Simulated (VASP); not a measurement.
# Dy under changes of volume

One of the cells (32.659 Å³/atom); the others are scaled copies at fixed shape and fractional positions:

```
Dy
1.0
    -2.01363    2.01363    2.01363
     2.01363   -2.01363    2.01363
     2.01363    2.01363   -2.01363
Dy
1
Direct
  0.00000 0.00000 0.00000
```

This isn't the form of Dy at room conditions, which is hcp.

```yaml
Program: VASP 6.6.1
Functional: PBE
Potentials_or_basis: VASP PAW PBE potentials, release 64 (Dy)
Cutoff: 520 eV
k_mesh: 9 × 9 × 9
Occupations: fermi-dirac, width 0.05 eV
Spin: collinear spin, ferromagnetic start
Starting_moments: "[5.0] μB"
```

```tsv
volume (Å³/atom)	energy over the lowest point (meV/atom)	pressure (GPa)
30.097	42.90	3.8
30.738	29.26	3.1
31.378	?	?
32.659	4.68	1.1
33.299	1.28	0.3
33.939	0.00	0.1
```

**Question.** What does the run at 31.378 Å³/atom give?

**Answer.** Energy over the lowest point 18.41 meV/atom; pressure 2.3 GPa.

Worked out: A Birch-Murnaghan fit of order 3 (a polynomial in V^(-2/3)) to the other rows has its minimum at 34.03 Å³/atom, just outside them, with B0 = V·E''(V) = 26 GPa and B' = 2.9. It gives 18.49 meV/atom at 31.378 Å³/atom, against the run's 18.41, and -dE/dV = 2.4 GPa, against 2.3.

Energies are extrapolated to zero smearing.

Caveats: the magnetic or orbital state may not be the lowest.
